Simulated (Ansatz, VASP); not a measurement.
**AlN in VASP and in Ansatz**

```
Al N
1.0
     3.06730    0.00000    0.00000
    -1.53365    2.65636    0.00000
     0.00000    0.00000    5.61900
Al N
2 2
Direct
  0.33333 0.66667 0.00600
  0.66667 0.33333 0.50600
  0.33333 0.66667 0.37900
  0.66667 0.33333 0.87900
```

Alike in both runs: functional PBE; k mesh 9 × 9 × 6; occupations gaussian, width 0.05 eV; no spin polarisation.

Ansatz relaxed the structure, and its values are those at the end. VASP's run is a single point on that final structure, the one shown.

|  | VASP | Ansatz |
| --- | --- | --- |
| version | VASP 6.6.1 | Ansatz 0.2.0 |
| potentials or method | VASP PAW PBE potentials, release 64 (Al, N) | scalar-relativistic, plane waves, PAW |
| plane-wave cutoff (eV) | 520 | 520 |
| valence electrons in the cell | 16 | 16 |

Ansatz gave:

| Item | Value |
| --- | --- |
| gap on the k mesh at the Fermi level (eV) | 2.78 |
| least direct gap on the mesh (eV) | 2.78 |
| pressure (GPa) | -9.5 |

**Question.** Which values does VASP return?

**Answer.** gap on the k mesh at the Fermi level (eV): 2.78; least direct gap on the mesh (eV): 2.78; pressure (GPa): -9.6.

The functional is the same, so the differences come from potentials, cutoffs and numerics. Ansatz warned: «stress_scf_threshold_loose».
